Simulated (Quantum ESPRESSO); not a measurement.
The system is HfC.

```
Hf C
1.0
     0.00000    2.32500    2.32500
     2.32500    0.00000    2.32500
     2.32500    2.32500    0.00000
Hf C
1 1
Direct
  0.50000 0.50000 0.50000
  0.00000 0.00000 0.00000
```

| Property | Result |
| --- | --- |
| Program | Quantum ESPRESSO 7.5 |
| Task | relaxation of cell and atoms |
| Functional | PBEsol |
| Potentials or basis | GBRV 1.5 PBEsol |
| Cutoff | 612 eV |
| Density cutoff | 4898 eV |
| k mesh | 10 × 10 × 10 |
| Occupations | fermi-dirac, width 0.05 eV |
| Spin | no spin polarisation |

At the start: pressure -6.3 GPa; volume 12.57 Å³/atom.

How do energy, volume and symmetry change on relaxing?

Over 3 steps the energy falls by 5.9 meV/atom and the volume is 12.24 Å³/atom (-2.6 %); space group Fm-3m (No. 225, to 0.05 Å).

The path:
```csv
step,energy change (eV),largest force (eV/Å),pressure (GPa),volume (Å³)
1,0.0000,0.0000,-6.29,25.14
2,-0.0078,0.0000,-3.83,24.87
3,-0.0117,0.0000,0.11,24.48
```

Final structure:
```
CELL_PARAMETERS angstrom
0.00000 2.30449 2.30449
2.30449 0.00000 2.30449
2.30449 2.30449 0.00000
ATOMIC_POSITIONS crystal
Hf 0.50000 0.50000 0.50000
C 0.00000 0.00000 0.00000
```
